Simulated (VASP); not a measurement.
Set up this calculation in VASP 6.6.1, as the native input.

```yaml
Task: single point
Functional: PBE
Potentials_or_basis: VASP PAW PBE potentials, release 64 (Ga_d, N)
Cutoff: 520 eV
k_mesh: 10 × 10 × 10
Occupations: gaussian, width 0.02 eV
Spin: no spin polarisation
Dipole_correction: no
Further_INCAR_settings: ALGO = Fast; EDIFF = 1e-07; NBANDS = 16
```

The structure of GaN lies in POSCAR:

```
GaN
1.0
    0.0000000000      2.2740469297      2.2740469297
    2.2740469297      0.0000000000      2.2740469297
    2.2740469297      2.2740469297      0.0000000000
Ga N
1 1
Direct
    0.2500000000      0.2500000000      0.2500000000
    0.0000000000      0.0000000000      0.0000000000
```

The cell was built by a generator and needn't be a form met in nature.

The input as run:

INCAR

```
PREC     = Accurate       # precision mode
ENCUT    = 520            # plane-wave cutoff, eV
EDIFF    = 1E-7           # SCF threshold, eV
ISMEAR   = 0              # smearing method
SIGMA    = 0.02           # smearing width, eV
LREAL    = False          # projectors in reciprocal space
LASPH    = True           # aspherical terms in the spheres
NELM     = 100            # most SCF steps
ALGO     = Fast           # electronic algorithm
ISIF     = 2              # what is computed and relaxed
LWAVE    = False          # write WAVECAR
LCHARG   = False          # write CHGCAR
GGA      = PE             # functional
NBANDS   = 16             # bands
```

KPOINTS

```
regular mesh
0
Gamma
  10 10 10
```

Potentials or basis: VASP PAW PBE potentials, release 64 (Ga_d, N).

Command:

```sh
$ cat potpaw_PBE.64/Ga_d/POTCAR potpaw_PBE.64/N/POTCAR > POTCAR
$ mpirun -np 1 vasp_std > vasp.out
```

Results of the run:

* Pressure: 0.1 GPa
* Band gap on the k mesh: 1.55 eV, direct

Run time: 11 s on 1 thread of Intel(R) Xeon(R) Platinum 8488C (Sapphire Rapids) (shared host), peak memory 0.14 GiB.
